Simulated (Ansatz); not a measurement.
Born–Oppenheimer molecular dynamics of a periodic cell of 36 atoms, Be (start crystal Be, start structure hcp, volume 1.1 times the crystal's). It goes on from the last frame of an earlier run, with new velocities.

The calculation used DFT PBE, scalar-relativistic, plane waves, PAW in Ansatz. Settings: accuracy low, cutoff 420 eV, k mesh 2x2x2, fermi-dirac smearing 0.17 eV, no spin polarisation.

```yaml
ensemble: NPT, Langevin
time_step: 1 fs
steps_asked: 80
set_temperature: 1400 K
friction: 0.01 /fs
pressure: 5 GPa
seed: 925788
```

First frame:

```xyz
36
Lattice="7.0918 0.0000 0.0000 -3.5459 6.1416 0.0000 0.0000 0.0000 7.4085" Properties=species:S:1:pos:R:3
Be 0.035 -0.153 0.122
Be -0.271 1.012 1.954
Be -0.210 0.026 3.673
Be 0.008 1.580 5.459
Be -1.326 1.851 0.229
Be -0.910 3.360 1.666
Be -1.129 2.150 3.795
Be -1.126 3.558 5.495
Be -2.171 4.208 0.015
Be -2.038 5.306 1.886
Be -2.069 4.046 3.745
Be -2.252 5.802 5.494
Be 2.234 0.119 0.279
Be 2.389 1.731 1.872
Be 2.646 0.118 3.516
Be 2.333 1.660 5.656
Be 1.022 2.308 0.132
Be 1.018 3.594 1.704
Be 1.218 1.840 3.705
Be 1.125 3.546 5.476
Be -0.028 4.330 0.121
Be -0.069 5.614 1.861
Be -0.048 3.863 3.636
Be 0.126 5.408 5.509
Be 4.847 -0.116 -0.059
Be 4.428 1.415 1.815
Be 4.671 0.474 3.543
Be 4.841 1.269 5.471
Be 3.574 2.287 -0.197
Be 3.671 3.418 1.917
Be 3.666 2.241 3.841
Be 3.581 3.707 5.458
Be 2.339 3.924 -0.038
Be 2.198 5.625 1.804
Be 2.200 4.075 3.426
Be 2.518 5.408 5.504
```

Question: What does the run give?

Answer: All steps were run.

| Property | Result |
| --- | --- |
| steps done | 80 |
| time covered | 80 fs |
| mean temperature over the second half | 1482 K |
| spread of the potential energy over the second half | 19.3 meV per atom |
| mean potential energy of the second half above the start | -18.5 meV per atom |
| mean pressure over the second half | 9.7 GPa |

The conserved energy stayed within 0.2 meV per atom of its start (net change -0.02 meV per atom), so the integration is sound. A run of 0.08 ps of so small a system gives no equilibrium averages. Limits of this set-up: coarse k mesh, low accuracy level. The cell's volume went from 323 to 279 Å³.

Question: What happens to the structure?

Answer: Mean squared displacements from the first frame to the last, about the centre of mass, the cell's change included: Be 0.12 Å². This is one draw of velocities; another would differ in detail.

Question: How do temperature and energy run in time?

Answer: 
```
time (fs)  T (K)  potential energy less start (eV)  conserved less start (meV/atom)  P (GPa)  volume (Å³)
      0.0   1361                             0.000                             0.00     -4.0        322.7
      4.0   1322                            -0.458                            -0.04     -4.2        322.3
      8.0   1415                            -0.735                            -0.10     -3.8        321.1
     12.0   1359                            -0.368                            -0.09     -2.9        319.2
     16.0   1233                             0.263                            -0.02     -1.5        316.6
     20.0   1132                             0.328                             0.01     -0.6        313.6
     24.0   1272                            -0.330                            -0.03      0.1        310.2
     28.0   1607                            -1.162                            -0.10      1.0        306.7
     32.0   1724                            -1.671                            -0.15      1.9        303.2
     36.0   1777                            -1.376                            -0.18      3.5        299.7
     40.0   1519                            -0.345                            -0.09      5.3        296.4
     44.0   1257                             0.467                             0.03      6.7        293.5
     48.0   1413                             0.253                            -0.07      7.8        290.8
     52.0   1638                            -0.500                            -0.18      8.5        288.1
     56.0   1718                            -0.873                            -0.20      9.3        285.6
     60.0   1531                            -0.656                            -0.07     10.2        283.3
     64.0   1341                            -0.384                             0.04     11.1        281.3
     68.0   1492                            -0.735                             0.01     11.9        279.7
     72.0   1488                            -1.378                            -0.04     11.9        278.6
     76.0   1476                            -1.813                            -0.06     11.6        278.3
     80.0   1452                            -1.669                            -0.02     11.4        278.7
```

The run took 9.8 min on 1 thread of Arm Neoverse V2 (shared host), peak memory 0.69 GiB.
